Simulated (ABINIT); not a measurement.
Crystal: BAs.

```
As B
1.0
     0.00000    2.38850    2.38850
     2.38850    0.00000    2.38850
     2.38850    2.38850    0.00000
As B
1 1
Direct
  0.75000 0.75000 0.75000
  0.00000 0.00000 0.00000
```

Base run:

* Program: ABINIT 10.8.3 (patched build)
* Functional: PBEsol
* Potentials or basis: JTH PAW PBE v2.0
* Cutoff: 408 eV
* k mesh: 6 × 6 × 6
* Occupations: fermi-dirac, width 0.05 eV
* Spin: no spin polarisation

Its results: band gap on the k mesh 1.19 eV, indirect (least direct gap 3.24 eV); pressure -0.7 GPa.

Task: The run is repeated on the same cell with these changes: k mesh from 6 × 6 × 6 to 4 × 4 × 4. What comes out?

Result: Band gap on the k mesh 1.30 eV, indirect (least direct gap 3.22 eV); pressure -0.1 GPa.

Caveats: some runs use coarse meshes; the PAW data sets were made with another functional, which shifts forces and pressure a little.

A k mesh can miss the band edges.
